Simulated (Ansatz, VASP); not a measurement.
# One calculation of B2P3, two programs

Contents of INCAR:

```
PREC     = Accurate       # precision mode
ENCUT    = 600            # plane-wave cutoff, eV
EDIFF    = 1E-6           # SCF threshold, eV
ISMEAR   = 0              # smearing method
SIGMA    = 0.1            # smearing width, eV
LREAL    = F              # projectors in reciprocal space
LASPH    = T              # aspherical terms in the spheres
NELM     = 80             # most SCF steps
ALGO     = Normal         # electronic algorithm
ISIF     = 3              # what is computed and relaxed
LWAVE    = F              # write WAVECAR
LCHARG   = F              # write CHGCAR
GGA      = PE             # functional
IBRION   = 2              # ionic algorithm
NSW      = 100            # ionic steps
EDIFFG   = -0.01          # ionic threshold
```

The input KPOINTS:

```
Automatic mesh
0
Gamma
  10 10 10
```

The input POSCAR:

```
B2P3
1.0
    3.9981000610      0.0000000000      0.0000000000
    0.0000000000      3.9981000610      0.0000000000
    0.0000000000      0.0000000000      3.9981000610
B P
2 3
Direct
    0.5000000000      0.5000000000      0.5000000000
    0.0000000000      0.0000000000      0.0000000000
    0.5000000000      0.0000000000      0.0000000000
    0.0000000000      0.5000000000      0.0000000000
    0.0000000000      0.0000000000      0.5000000000
```

Input for Ansatz:

```yaml
crystal:
  lattice:
    - [3.998100061, 0.0, 0.0]
    - [0.0, 3.998100061, 0.0]
    - [0.0, 0.0, 3.998100061]
  atoms:
    - { symbol: B, position: [0.5, 0.5, 0.5] }
    - { symbol: B, position: [0.0, 0.0, 0.0] }
    - { symbol: P, position: [0.5, 0.0, 0.0] }
    - { symbol: P, position: [0.0, 0.5, 0.0] }
    - { symbol: P, position: [0.0, 0.0, 0.5] }
basis:
  ecutwfc: 420
kpoints:
  mp_grid: { grid: [10, 10, 10] }
hamiltonian:
  xc: pbe
scf:
  occupations: { method: gaussian, width: 0.1 }
output:
  forces: true
  stress: true
  eigenvalues: true
  write_density: true
  write_potential: true
  elf: true
  volumetric_format: npy
relax:
  adjacent_minimum: "off"
  f_tol: 0.01
  max_steps: 80
  cell: { stress_tol: 0.05 }
```

Change from the starting cell: species swapped into the Tl2F3 type (Pm-3m, No. 221).

Alike in both runs: task relaxation of cell and atoms; functional PBE; k mesh 10 × 10 × 10; occupations gaussian, width 0.1 eV; no spin polarisation.

|  | VASP | Ansatz |
| --- | --- | --- |
| version | VASP 6.6.1 | Ansatz 0.2.0 |
| potentials or method | VASP PAW PBE potentials, release 64 (B, P) | scalar-relativistic, plane waves, PAW |
| plane-wave cutoff (eV) | 600 | 420 |
| valence electrons in the cell | 21 | 21 |

Ansatz gave:

```
gap on the k mesh at the Fermi level, each at its own relaxed structure (eV) : none
relaxed volume (Å³/atom)                                                     : 12.86
relaxed cell length with the largest relative difference (Å)                 : 4.007
```

Question: What did VASP give for the same quantities?

Answer: gap on the k mesh at the Fermi level, each at its own relaxed structure (eV): none; relaxed volume (Å³/atom): 12.85; relaxed cell length with the largest relative difference (Å): 4.006.

A gap of «none» marks a metal or a gap that the smearing closes.
